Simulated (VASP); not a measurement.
**Ag: relaxation of cell and atoms with LDA**

Crystal: Ag.

```
Ag
1.0
     0.00000    2.04275    2.04275
     2.04275    0.00000    2.04275
     2.04275    2.04275    0.00000
Ag
1
Direct
  0.00000 0.00000 0.00000
```

| Quantity | Value |
| --- | --- |
| Program | VASP 6.6.1 |
| Task | relaxation of cell and atoms |
| Functional | LDA |
| Potentials or basis | VASP PAW LDA potentials, release 64 (Ag) |
| Cutoff | 600 eV |
| k mesh | 18 × 18 × 18 |
| Occupations | methfessel-paxton, width 0.1 eV |
| Spin | no spin polarisation |
| Further INCAR settings | ALGO = Normal; EDIFF = 1e-06; IBRION = 2; EDIFFG = -0.01; NSW = 90; ISIF = 3 |

```yaml
Relaxed_volume: 16.05 Å³/atom
Relaxed_cell: a = 2.831 Å, b = 2.831 Å, c = 2.831 Å, α = 60.00°, β = 60.00°, γ = 60.00°
Space_group_after_relaxing_to_0.05_Å: Fm-3m (No. 225)
Energy_gained_by_relaxing: 24.0 meV/atom
Ionic_steps: 3
Pressure_after_relaxing: -0.1 GPa
Band_gap_on_the_k_mesh: none (metal or under the smearing width)
```

The path:
```csv
step,energy change (eV),largest force (eV/Å),pressure (GPa),volume (Å³)
1,0.0000,0.0000,-7.15,17.05
2,-0.0045,0.0000,8.26,15.24
3,-0.0240,0.0000,-0.06,16.05
```

Final structure:
```yaml
crystal:
  lattice:
    - [0.00000, 2.00201, 2.00201]
    - [2.00201, 0.00000, 2.00201]
    - [2.00201, 2.00201, 0.00000]
  atoms:
    - { symbol: Ag, position: [0.00000, 0.00000, 0.00000] }
```

Levels at points of the mesh, in eV from the Fermi level:
```csv
k point,band 2,band 3,band 4,band 5,band 6,band 7,band 8,band 9
"(0.00, 0.00, 0.00)",-4.96,-4.96,-4.96,-3.79,-3.79,16.17,20.04,20.04
"(0.50, 0.00, 0.00)",-4.99,-4.99,-2.89,-2.89,-0.56,3.96,15.44,18.39
"(0.50, 0.50, 0.00)",-6.64,-2.93,-2.66,-2.66,1.52,7.25,10.91,10.91
```

Wall time 33 s on 1 thread of Intel(R) Xeon(R) Platinum 8488C (Sapphire Rapids), on a shared host, peak memory 0.16 GiB.

LDA usually gives volumes a few per cent too small. Zero-point motion and thermal expansion aren't in these numbers.
